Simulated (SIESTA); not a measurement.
The system is PbS (Galena).

```xyz
2
Lattice="0.0000 2.9657 2.9657 2.9657 0.0000 2.9657 2.9657 2.9657 0.0000" Properties=species:S:1:pos:R:3 pbc="T T T"
Pb    0.0000    0.0000    0.0000
S     2.9657    2.9657    2.9657
```

Base run:

```yaml
Program: SIESTA 5.4.2
Functional: RPBE
Potentials_or_basis: PseudoDojo 0.4 standard (PBE files)
Basis: DZP (energy shift 0.003 Ry; two zetas on semicore shells)
Grid_cutoff: 500 Ry
Energy_shift: 0.003 Ry
k_mesh: 8 × 8 × 8
Occupations: fermi-dirac, width 0.05 eV
Spin: no spin polarisation
```

Its results: band gap on the k mesh 0.49 eV, direct; pressure 4.8 GPa.

Problem. The run is repeated on the same cell with these changes: functional from RPBE to PBEsol; potentials or basis from PseudoDojo 0.4 standard (PBE files) to PseudoDojo 0.4 standard (PBEsol files). What comes out?

Solution. Band gap on the k mesh 0.32 eV, direct; pressure 0.0 GPa.

Caveats: spin-orbit coupling is left out, which as a rule narrows the gap of such compounds by several tenths of an eV; the basis of atomic orbitals isn't converged, which shifts pressures, moduli and gaps; the potentials were made for another functional, which shifts forces and pressure (some runs).
